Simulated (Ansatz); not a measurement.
Choice of functional: Na₂S

```yaml
crystal:
  lattice:
    - [0.00000, 3.26300, 3.26300]
    - [3.26300, 0.00000, 3.26300]
    - [3.26300, 3.26300, 0.00000]
  atoms:
    - { symbol: Na, position: [0.25000, 0.25000, 0.25000] }
    - { symbol: Na, position: [0.75000, 0.75000, 0.75000] }
    - { symbol: S, position: [0.00000, 0.00000, 0.00000] }
```

Atoms are numbered in the order listed.

The cell is COD entry 1011374, as deposited and not checked against the literature; nothing was relaxed.

One fixed cell is solved with several functionals by full-potential LAPW in Ansatz 0.2.0, scalar-relativistically. A positive pressure means that the functional wants a larger cell.

Sampling and basis: a Γ-centred 8×8×8 k mesh, Fermi–Dirac smearing of 0.02 eV, basis error target 1 meV/atom, no spin polarisation.

```tsv
setting	P (GPa)	gap over the k mesh and a high-symmetry path (eV)	lowest level at Γ above −25 eV, from the valence-band top or, without a gap, the Fermi level (eV)
PBE	0.58	2.51	-22.24
LDA	?	2.27	-22.21
PBEsol	-0.32	?	-22.09
```

(1) Give the missing entry: row "PBEsol", column "gap over the k mesh and a high-symmetry path (eV)".

(2) Give the missing entry: row "LDA", column "P (GPa)".

Results:

(1) 2.39.

(2) -1.92.
